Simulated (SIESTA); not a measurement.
PtS2:

```
CELL_PARAMETERS angstrom
3.54320 0.00000 0.00000
-1.77160 3.06850 0.00000
0.00000 0.00000 5.03880
ATOMIC_POSITIONS crystal
Pt 0.00000 0.00000 0.00000
S 0.66667 0.33333 0.77300
S 0.33333 0.66667 0.22700
```

Base run:

* Program: SIESTA 5.4.2
* Functional: PBE
* Potentials or basis: PseudoDojo 0.4 standard (PBE files)
* Basis: DZ (energy shift 0.003 Ry; two zetas on semicore shells)
* Grid cutoff: 800 Ry
* Energy shift: 0.003 Ry
* k mesh: 9 × 9 × 5
* Occupations: fermi-dirac, width 0.05 eV
* Spin: no spin polarisation

Its results: band gap on the k mesh 0.81 eV, indirect (least direct gap 1.01 eV); pressure 22.7 GPa; largest force 3.501 eV/Å.

Task: After a change of settings the same cell gave: band gap on the k mesh 0.98 eV, indirect (least direct gap 1.03 eV); pressure 15.2 GPa; largest force 1.913 eV/Å. Which change was it?
A. basis from DZ (energy shift 0.003 Ry; two zetas on semicore shells) to TZDP (energy shift 0.003 Ry; two zetas on semicore shells)
B. basis from DZ (energy shift 0.003 Ry; two zetas on semicore shells) to DZDP (energy shift 0.003 Ry; two zetas on semicore shells)
C. basis from DZ (energy shift 0.003 Ry; two zetas on semicore shells) to TZP (energy shift 0.003 Ry; two zetas on semicore shells)
D. basis from DZ (energy shift 0.003 Ry; two zetas on semicore shells) to SZP (energy shift 0.003 Ry)

Result: B.

Caveats: short orbitals over semicore shells can move pressures by several GPa; spin-orbit coupling is left out, which moves the levels of the heavy elements; an odd mesh through Γ misses points on the zone boundary, where band edges often lie; the basis of atomic orbitals isn't converged, which shifts pressures, moduli and gaps; forces of over 1 eV/Å show positions far from the minimum, so gaps and moduli don't describe the material at rest; the basis has no polarisation orbitals (some runs).
